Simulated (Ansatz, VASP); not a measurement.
LiF in VASP and in Ansatz

```
Li F
1.0
     0.00000    2.03995    2.28090
     2.03995    0.00000    2.28090
     2.03995    2.03995    0.00000
Li F
1 1
Direct
  0.00000 0.00000 0.00000
  0.25000 0.25000 0.25000
```

Change from the starting cell: epitaxial_xy strain -4.9%.

Alike in both runs: task single point; functional PBE; k mesh 10 × 10 × 10; occupations fermi-dirac, width 0.02 eV; no spin polarisation.

|  | VASP | Ansatz |
| --- | --- | --- |
| version | VASP 6.6.1 | Ansatz 0.2.0 |
| potentials or method | VASP PAW PBE potentials, release 64 (Li_sv, F) | plane waves, PAW |
| plane-wave cutoff (eV) | 520 | 420 |
| valence electrons in the cell | 10 | 10 |

VASP gave:

```
gap on the k mesh at the Fermi level (eV) : 8.03
```

Question: Estimate Ansatz's values.

Answer: gap on the k mesh at the Fermi level (eV): 8.04.

With one functional, cell and mesh, what is left measures potentials, basis and numerics.

 A k mesh can miss the band edges.
